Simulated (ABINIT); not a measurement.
C:

```
C
1.0
     0.00000    1.78337    1.78337
     1.78337    0.00000    1.78337
     1.78337    1.78337    0.00000
C
2
Direct
  0.75000 0.75000 0.75000
  0.50000 0.50000 0.50000
```

This isn't the form of C at room conditions, which is graphite.

Base run:

| Property | Result |
| --- | --- |
| Program | ABINIT 10.8.3 (patched build) |
| Functional | RPBE |
| Potentials or basis | JTH PAW PBE v2.0 |
| Cutoff | 544 eV |
| k mesh | 13 × 13 × 13 |
| Occupations | fermi-dirac, width 0.05 eV |
| Spin | no spin polarisation |

Its results: band gap on the k mesh 4.14 eV, indirect (least direct gap 5.60 eV); pressure 7.2 GPa.

**Question.** After a change of settings the same cell gave: band gap on the k mesh 3.92 eV, indirect (least direct gap 5.50 eV); pressure -7.3 GPa. Which change was it?
A. functional from RPBE to rSCAN; cutoff from 544 eV to 653 eV; fine-grid cutoff from 1088.46 eV to 1251.72 eV
B. functional from RPBE to SOGGA
C. functional from RPBE to r2SCAN; potentials or basis from JTH PAW PBE v2.0 to PseudoDojo NC SR PBE v0.5 standard; cutoff from 544 eV to 1333 eV
D. functional from RPBE to PBEsol; k mesh from 13 × 13 × 13 to 10 × 10 × 10

**Answer.** B.

SOGGA binds more tightly than RPBE, so the same cell stands under less pressure.

Caveats: the PAW data sets were made with another functional, which shifts forces and pressure a little; the atomic spheres overlap.

Runs at the PBE level aren't shown here.
